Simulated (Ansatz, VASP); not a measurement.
**Sb in VASP and in Ansatz**

The input INCAR:

```
ALGO = Normal
EDIFF = 1E-6
ENCUT = 520
GGA = PE
ISIF = 2
ISMEAR = -1
LASPH = T
LCHARG = T
LELF = T
LREAL = F
LVHAR = T
LWAVE = F
NBANDS = 8
NELM = 80
PREC = Accurate
SIGMA = 0.05
```

File KPOINTS:

```
k-points
0
Gamma
  8 8 8
```

The input POSCAR:

```
Sb
1.0
    3.1387913073      0.0000000000      0.0000000000
    0.0000000000      3.1387913073      0.0000000000
    0.0000000000      0.0000000000      3.1387913073
Sb
1
Direct
    0.0000000000      0.0000000000      0.0000000000
```

Contents of input.yaml:

```yaml
crystal:
  lattice:
    - [3.1387913073, 0.0, 0.0]
    - [0.0, 3.1387913073, 0.0]
    - [0.0, 0.0, 3.1387913073]
  atoms:
    - { symbol: Sb, position: [0.0, 0.0, 0.0] }
kpoints:
  mp_grid: { grid: [8, 8, 8] }
scf:
  occupations: { method: fermi_dirac, width: 0.05 }
hamiltonian:
  xc: pbe
  pseudopotentials: { kind: all_electron, lapw: { basis_error: 0.0005 } }
output:
  forces: true
  stress: true
  eigenvalues: true
```

Change from the starting cell: volume scaled by 0.98.

Alike in both runs: task single point; functional PBE; k mesh 8 × 8 × 8; occupations fermi-dirac, width 0.05 eV; no spin polarisation.

|  | VASP | Ansatz |
| --- | --- | --- |
| version | VASP 6.6.1 | Ansatz 0.2.0 |
| potentials or method | VASP PAW PBE potentials, release 64 (Sb) | all-electron LAPW, scalar-relativistic |
| plane-wave cutoff (eV) | 520 | see its input |

```csv
,VASP,Ansatz,Ansatz less VASP
gap on the k mesh at the Fermi level (eV),none,none,-
pressure (GPa),-1.3,-1.3,+0.04
```

A gap of «none» marks a metal or a gap that the smearing closes. Ansatz ran all-electron here, so the differences hold the error of VASP's frozen core and of both bases.

Spin-orbit coupling is left out, which matters for the levels of Sb.
